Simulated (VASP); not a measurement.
# WS2 in VASP: notebook

One slab, WS2, is run at these levels: PBE; tasks: single point.

Everything below comes from runs of VASP 6.6.1. Logs are shortened: lines on timing, memory, paths and dates and some standing lists are left out, and cuts for length are marked.

## (1) The cell of the first run

The cell holds a slab with vacuum, 3 atoms: a = 3.222 Å, b = 3.222 Å, c = 16.900 Å, α = 90.00°, β = 90.00°, γ = 120.00°.

## (2) Single point, PBE (strained and moved within the space group)

INCAR reads:

```
SYSTEM = WS2
  ALGO = Fast
  EDIFF = 1E-7
  ENCUT = 520
  GGA = PE
  ISIF = 2
  ISMEAR = 0
  LASPH = .True.
  LCHARG = .False.
  LREAL = .False.
  LWAVE = .False.
  NBANDS = 20
  NELM = 100
  PREC = Accurate
  SIGMA = 0.02
```

KPOINTS reads:

```
k-points
0
Gamma
  12 12 2
  0 0 0
```

POSCAR reads:

```
WS2
1.0
    3.2217822218      0.0000000000      0.0000000000
   -1.6108911109      2.7901452495      0.0000000000
    0.0000000000      0.0000000000     16.9000651679
W S
1 2
Direct
    0.3333333300      0.6666666700      0.0000000000
    0.6666666700      0.3333333300      0.9152248771
    0.6666666700      0.3333333300      0.0847751229
```

Potentials or basis: VASP PAW PBE potentials, release 64 (W_sv, S).

Started as:

```sh
$ cat potpaw_PBE.64/W_sv/POTCAR potpaw_PBE.64/S/POTCAR > POTCAR
$ mpirun -np 1 vasp_std > vasp.out
```

OUTCAR:

```text
SYSTEM = WS2
   EDIFF = 1E-7
   ENCUT = 520
   GGA = PE
   ISIF = 2
   ISMEAR = 0
   LASPH = .True.
   LREAL = .False.
   NELM = 100
   PREC = Accurate

 ion  position               nearest neighbor table
   1  0.333  0.667  0.000-   2 2.35   3 2.35   2 2.35   3 2.35   2 2.35   3 2.35
   2  0.667  0.333  0.915-   1 2.35   1 2.35   1 2.35
   3  0.667  0.333  0.085-   1 2.35   1 2.35   1 2.35

  LATTYP: Found a hexagonal cell.
 ALAT       =     3.2217822218
 C/A-ratio  =     5.2455641022

  Lattice vectors:

 A1 = (   3.2217822218,   0.0000000000,   0.0000000000)
 A2 = (  -1.6108911109,   2.7901452495,   0.0000000000)
 A3 = (   0.0000000000,   0.0000000000,  16.9000651679)

Analysis of symmetry for initial positions (statically):
=====================================================================
 Subroutine PRICEL returns:
 Original cell was already a primitive cell.

 Routine SETGRP: Setting up the symmetry group for a
 hexagonal supercell.

 Subroutine GETGRP returns: Found 12 space group operations
 (whereof 12 operations were pure point group operations)
 out of a pool of 24 trial point group operations.

The static configuration has the point symmetry D_3h.

Analysis of symmetry for dynamics (positions and initial velocities):
=====================================================================
 Subroutine PRICEL returns:
 Original cell was already a primitive cell.

 Routine SETGRP: Setting up the symmetry group for a
 hexagonal supercell.

 Subroutine GETGRP returns: Found 12 space group operations
 (whereof 12 operations were pure point group operations)
 out of a pool of 24 trial point group operations.

The dynamic configuration has the point symmetry D_3h.

 Subroutine INISYM returns: Found 12 space group operations
 (whereof 12 operations are pure point group operations),
 and found     1 'primitive' translations

----------------------------------------------------------------------------------------

                                     Primitive cell

  volume of cell :     151.9187

  direct lattice vectors                    reciprocal lattice vectors
     3.221782222  0.000000000  0.000000000     0.310387212  0.179202140  0.000000000
    -1.610891111  2.790145250  0.000000000     0.000000000  0.358404280  0.000000000
     0.000000000  0.000000000 16.900065168     0.000000000  0.000000000  0.059171369

  length of vectors
     3.221782222  3.221782222 16.900065168     0.358404280  0.358404280  0.059171369

  position of ions in fractional coordinates (direct lattice)
     0.333333330  0.666666670  0.000000000
     0.666666670  0.333333330  0.915224877
     0.666666670  0.333333330  0.084775123

  ion indices of the primitive-cell ions
   primitive index   ion index
                 1           1
                 2           2
                 3           3

----------------------------------------------------------------------------------------

 KPOINTS: k-points

Automatic generation of k-mesh.
 Grid dimensions read from file:
 generate k-points for:   12   12    2

 Generating k-lattice:

  Cartesian coordinates                     Fractional coordinates (reciprocal lattice)
     0.025865601  0.014933512  0.000000000     0.083333333  0.000000000  0.000000000
     0.000000000  0.029867023  0.000000000     0.000000000  0.083333333  0.000000000
     0.000000000  0.000000000  0.029585685     0.000000000  0.000000000  0.500000000

  Length of vectors
     0.029867023  0.029867023  0.029585685

  Shift w.r.t. Gamma in fractional coordinates (k-lattice)
     0.000000000  0.000000000  0.000000000

 Subroutine IBZKPT returns following result:
 ===========================================

 Found     38 irreducible k-points:

 Following reciprocal coordinates:
            Coordinates               Weight
  0.000000  0.000000  0.000000      1.000000
  0.083333 -0.000000  0.000000      6.000000
  0.166667  0.000000  0.000000      6.000000
  0.250000 -0.000000  0.000000      6.000000
  0.333333  0.000000  0.000000      6.000000
  0.416667 -0.000000  0.000000      6.000000
[... 16 lines left out ...]
  0.250000 -0.000000  0.500000      6.000000
  0.333333  0.000000  0.500000      6.000000
 [... further k-points ...]
   k-points           NKPTS =     38   k-points in BZ     NKDIM =     38   number of bands    NBANDS=     20
   number of dos      NEDOS =    301   number of ions     NIONS =      3
   total plane-waves  NPLWV =  72576
   dimension x,y,z NGX =    24 NGY =   24 NGZ =  126
   dimension x,y,z NGXF=    48 NGYF=   48 NGZF=  252
   ions per type =               1   2
   NGX,Y,Z   is equivalent  to a cutoff of  12.38, 12.38, 12.39 a.u.
   NGXF,Y,Z  is equivalent  to a cutoff of  24.77, 24.77, 24.79 a.u.
 SYSTEM =  WS2
   PREC   = accura    normal or accurate (medium, high low for compatibility)
   ISTART =      0    job   : 0-new  1-cont  2-samecut
   ICHARG =      2    charge: 1-file 2-atom 10-const
   ISPIN  =      1    spin polarized calculation?
   LNONCOLLINEAR =      F non collinear calculations
   LSORBIT =      F    spin-orbit coupling
   LASPH  =      T    aspherical Exc in radial PAW
   ENCUT  =  520.0 eV  38.22 Ry    6.18 a.u.   5.99  5.99 31.42*2*pi/ulx,y,z
   NELM   =    100;   NELMIN=  2; NELMDL= -5     # of ELM steps
   EDIFF  = 0.1E-06   stopping-criterion for ELM
   LREAL  =      F    real-space projection
   EDIFFG = 0.1E-05   stopping-criterion for IOM
   NSW    =      0    number of steps for IOM
   IBRION =     -1    ionic relax: 0-MD 1-quasi-New 2-CG
   NFREE  =      0    steps in history (QN), initial steepest desc. (CG)
   ISIF   =      2    stress and relaxation
   ISYM   =      2    0-nonsym 1-usesym 2-fastsym
   POTIM  = 0.5000    time-step for ionic-motion
   TEBEG  =    0.0;   TEEND  =   0.0 temperature during run
   PSTRESS=    0.0 pullay stress
   NELECT =      26.0000    total number of electrons
   NUPDOWN=      -1.0000    fix difference up-down
   EMIN   =  10.00;   EMAX   =-10.00  energy-range for DOS
   EFERMI =   0.00;   METHOD = LEGACY
   ISMEAR =     0;   SIGMA  =   0.02  broadening in eV -4-tet -1-fermi 0-gaus
   EFERMI_NEDOS =   21; number of points for ismear=-14 and -15
   IALGO  =     68    algorithm
   IMIX   =      4    mixing-type and parameters
     AMIX     =   0.40;   BMIX     =  1.00
     AMIX_MAG =   1.60;   BMIX_MAG =  1.00
  volume/ion in A,a.u.               =      50.64       341.73
  Fermi-wavevector in a.u.,A,eV,Ry     =   0.908927  1.717622 11.240420  0.826148
  Thomas-Fermi vector in A             =   2.032911
   LORBIT       =      0    0 simple, 1 ext, 2 COOP (PROOUT), +10 PAW based schemes
   GGA     = PE    functional components
   LHFCALC =     F    Hartree Fock is set to
   AEXX    =    0.0000 exact exchange contribution
   IVDW    =     0    specifies the selected vdW correction
   LEPSILON=     F    determine dielectric tensor
   LRPA    =     F    only Hartree local field effects (RPA)
 non-spin polarized calculation
 RMM-DIIS sequential band-by-band and
 Gauss-broadening in eV      SIGMA  =   0.02
  energy-cutoff  :      520.00
  volume of cell :      151.92
 maximum number of plane-waves:      4152
 NGX is ok and might be reduce to    24
   NGX = 11   NGY = 11   NGZ = 63

 number of electron      26.0000004 magnetization

 Free energy of the ion-electron system (eV)
  ---------------------------------------------------
  ext. energy  EPLUGINS =         0.00000000
  ---------------------------------------------------
  free energy    TOTEN  =       -23.31778735 eV

  energy without entropy =      -23.31778735  energy(sigma->0) =      -23.31778735

 E-fermi :  -0.6301     XC(G=0):  -4.4041

 val. band max:       -0.8375061971   @ k =   0.0000   0.0000   0.0000
 cond. band min:      -0.2567635586   @ k =   0.3333   0.3333   0.0000
 fundamental gap:      0.5807426385
 Fermi energy:        -0.6300661916

 k-point     1 :       0.0000    0.0000    0.0000
  band No.  band energies     occupation
      1     -75.3688      2.00000
      2     -39.6262      2.00000
      3     -39.5631      2.00000
      4     -39.5631      2.00000
      5     -16.6034      2.00000
      6     -14.3641      2.00000
[... 12 lines left out ...]
     19       4.0415      0.00000
     20       4.2202      0.00000

 k-point     2 :       0.0833   -0.0000    0.0000
  band No.  band energies     occupation
      1     -75.3678      2.00000
      2     -39.6222      2.00000
      3     -39.5851      2.00000
      4     -39.5682      2.00000
      5     -16.4885      2.00000
      6     -14.3388      2.00000
[... 12 lines left out ...]
     19       4.2815      0.00000
     20       4.3510      0.00000

 k-point     3 :       0.1667    0.0000    0.0000
  band No.  band energies     occupation
      1     -75.3651      2.00000
      2     -39.6448      2.00000
      3     -39.6112      2.00000
      4     -39.5819      2.00000
      5     -16.1636      2.00000
      6     -14.2676      2.00000
[... 12 lines left out ...]
     19       4.7281      0.00000
     20       5.3152      0.00000

 k-point     4 :       0.2500   -0.0000    0.0000
  band No.  band energies     occupation
      1     -75.3614      2.00000
      2     -39.7252      2.00000
      3     -39.6006      2.00000
      4     -39.5961      2.00000
      5     -15.6884      2.00000
      6     -14.1648      2.00000
[... 429 lines left out ...]
 k-point    23 :       0.2500   -0.0000    0.5000
  band No.  band energies     occupation
      1     -75.3614      2.00000
      2     -39.7252      2.00000
      3     -39.6006      2.00000
      4     -39.5961      2.00000
      5     -15.6884      2.00000
      6     -14.1648      2.00000
[... 12 lines left out ...]
     19       5.1474      0.00000
     20       6.4703      0.00000

 k-point    24 :       0.3333    0.0000    0.5000
  band No.  band energies     occupation
      1     -75.3577      2.00000
      2     -39.8045      2.00000
      3     -39.6192      2.00000
      4     -39.5810      2.00000
      5     -15.1649      2.00000
      6     -14.0546      2.00000
[... 12 lines left out ...]
     19       5.8712      0.00000
     20       6.1971      0.00000

 [... further k-points ...]

------------------------ aborting loop because EDIFF is reached ----------------------------------------

  FORCE on cell =-STRESS in cart. coord.  units (eV):
  Direction    XX          YY          ZZ          XY          YZ          ZX
  --------------------------------------------------------------------------------------
  -------------------------------------------------------------------------------------
  Total        2.2727802      2.2727802      8.2397321      0.0000000      0.0000000      0.0000000
  in kB       23.9693718     23.9693718     86.8985042      0.0000000      0.0000000      0.0000000
  external PRESSURE =      44.9457492 kB  Pullay stress =       0.0000000 kB

 VOLUME and BASIS-vectors are now :
 -----------------------------------------------------------------------------
  energy-cutoff  :      520.00
  volume of cell :      151.92
      direct lattice vectors                 reciprocal lattice vectors
     3.221782222  0.000000000  0.000000000     0.310387212  0.179202140  0.000000000
    -1.610891111  2.790145250  0.000000000     0.000000000  0.358404280  0.000000000
     0.000000000  0.000000000 16.900065168     0.000000000  0.000000000  0.059171369

 POSITION                                       TOTAL-FORCE (eV/Angst)
 -----------------------------------------------------------------------------------
     -0.00000      1.86010      0.00000        -0.000000     -0.000000      0.000000
      1.61089      0.93005     15.46736         0.000000      0.000000     -2.885461
      1.61089      0.93005      1.43271         0.000000      0.000000      2.885461
 -----------------------------------------------------------------------------------
    total drift:                                0.000002     -0.000001     -0.000000

  FREE ENERGIE OF THE ION-ELECTRON SYSTEM (eV)
  ---------------------------------------------------
  free  energy   TOTEN  =       -23.3177873530 eV

  energy  without entropy=      -23.3177873530  energy(sigma->0) =      -23.31778735
```

It took 1.9 min on 1 thread of Intel Xeon Platinum 8559C (Emerald Rapids), shared host; peak memory 0.31 GiB.

Results:

```yaml
Free_energy: -23.3178 eV
Largest_force: 2.885 eV/Å
Band_gap_on_the_k_mesh: 0.58 eV, indirect (least direct gap 1.37 eV)
```

Forces on the atoms (eV/Å):
```
W    0.000  0.000  0.000
S    0.000  0.000 -2.885
S    0.000  0.000  2.885
```

Levels at points of the mesh, in eV from the valence-band top:
```tsv
k point	band 10	band 11	band 12	band 13	band 14	band 15	band 16	band 17
(0.00, 0.00, 0.00)	-2.83	-2.83	-2.14	0.00	2.26	2.26	2.84	2.84
(0.50, 0.00, 0.00)	-4.55	-2.38	-2.22	-1.49	1.94	2.41	3.76	4.70
(0.00, 0.00, 0.50)	-2.83	-2.83	-2.14	0.00	2.26	2.26	2.84	2.84
(0.50, 0.00, 0.50)	-4.55	-2.38	-2.22	-1.49	1.94	2.41	3.76	4.70
```

Caveat: spin-orbit coupling is left out, which moves the levels of the heavy elements.

## (3) Single point, PBE (strained and moved within the space group)

INCAR reads:

```
SYSTEM = WS2
ALGO     = Normal         ! electronic algorithm
EDIFF    = 1E-6           ! SCF threshold, eV
ENCUT    = 520            ! plane-wave cutoff, eV
GGA      = PE             ! functional
ISIF     = 2              ! what is computed and relaxed
ISMEAR   = 0              ! smearing method
LASPH    = .TRUE.         ! aspherical terms in the spheres
LCHARG   = .FALSE.        ! write CHGCAR
LREAL    = .FALSE.        ! projectors in reciprocal space
LWAVE    = .FALSE.        ! write WAVECAR
NBANDS   = 20             ! bands
NELM     = 100            ! most SCF steps
PREC     = Accurate       ! precision mode
SIGMA    = 0.02           ! smearing width, eV
```

KPOINTS reads:

```
k-points
0
G
  12 12 2
  0 0 0
```

POSCAR reads:

```
WS2
1.0
    3.0574491075      0.0000000000      0.0000000000
   -1.5287245538      2.6478285978      0.0000000000
    0.0000000000      0.0000000000     16.5335936739
W S
1 2
Direct
    0.3333333300      0.6666666700      0.0000000000
    0.6666666700      0.3333333300      0.8899360222
    0.6666666700      0.3333333300      0.1100639778
```

Potentials or basis: VASP PAW PBE potentials, release 64 (W_sv, S).

Started as:

```sh
$ cat potpaw_PBE.64/W_sv/POTCAR potpaw_PBE.64/S/POTCAR > POTCAR
$ mpirun -np 1 vasp_std > vasp.out
```

Wall time 92 s (1 thread of Intel Xeon Platinum 8559C (Emerald Rapids), shared host); peak memory 0.29 GiB.

The run converged. Its results:

- Free energy: -22.8229 eV
- Largest force: 3.067 eV/Å
- Band gap on the k mesh: 1.09 eV, indirect (least direct gap 1.68 eV)

Forces on the atoms (eV/Å):
```
W    0.000  0.000  0.000
S    0.000  0.000  3.067
S    0.000  0.000 -3.067
```

Levels at points of the mesh, in eV from the valence-band top:
| k point | band 10 | band 11 | band 12 | band 13 | band 14 | band 15 | band 16 | band 17 |
| --- | --- | --- | --- | --- | --- | --- | --- | --- |
| (0.00, 0.00, 0.00) | -1.51 | -1.26 | -0.26 | -0.26 | 2.74 | 2.74 | 3.15 | 3.15 |
| (0.50, 0.00, 0.00) | -2.79 | -2.25 | -1.14 | -0.35 | 2.87 | 3.46 | 3.64 | 3.97 |
| (0.00, 0.00, 0.50) | -1.51 | -1.26 | -0.26 | -0.26 | 2.74 | 2.74 | 3.15 | 3.15 |
| (0.50, 0.00, 0.50) | -2.79 | -2.25 | -1.14 | -0.35 | 2.87 | 3.46 | 3.64 | 3.97 |

Caveat: spin-orbit coupling is left out, which moves the levels of the heavy elements.
